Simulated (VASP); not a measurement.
The system is C.

```
C
1.0
     2.52210    0.00000    0.00000
    -1.26105    2.18420    0.00000
     0.00000    0.00000    8.23710
C
8
Direct
  0.66667 0.33333 0.84375
  0.33333 0.66667 0.34375
  0.66667 0.33333 0.65625
  0.33333 0.66667 0.15625
  0.00000 0.00000 0.90625
  0.00000 0.00000 0.40625
  0.00000 0.00000 0.59375
  0.00000 0.00000 0.09375
```

This is a hexagonal form of diamond, not graphite.

- Program: VASP 6.6.1
- Task: relaxation of cell and atoms
- Functional: RPBE
- Dispersion: D3
- Potentials or basis: VASP PAW PBE potentials, release 64 (C)
- Cutoff: 600 eV
- k mesh: 12 × 12 × 4
- Occupations: fermi-dirac, width 0.05 eV
- Spin: no spin polarisation

At the start: pressure 4.0 GPa; volume 5.67 Å³/atom.

Where does the relaxation end?

Over 6 steps the energy falls by 2.9 meV/atom and the volume is 5.72 Å³/atom (+0.9 %); space group P6_3/mmc (No. 194, to 0.05 Å).

The path:
```csv
step,energy change (eV),largest force (eV/Å),pressure (GPa),volume (Å³)
1,0.0000,0.3183,4.01,45.38
2,0.0137,0.4370,-4.36,46.31
3,-0.0232,0.0548,0.14,45.78
4,-0.0232,0.0483,0.21,45.77
5,-0.0232,0.0578,-0.22,45.82
6,-0.0234,0.0054,0.00,45.79
```

Final structure:
```
C
1.0
     2.52180    0.00000    0.00000
    -1.26090    2.18394    0.00000
     0.00000    0.00000    8.31493
C
8
Direct
  0.66667 0.33333 0.84444
  0.33333 0.66667 0.34444
  0.66667 0.33333 0.65556
  0.33333 0.66667 0.15556
  0.00000 0.00000 0.90700
  0.00000 0.00000 0.40700
  0.00000 0.00000 0.59300
  0.00000 0.00000 0.09300
```

Caveat: the PAW data sets were made with another functional, which shifts forces and pressure a little.
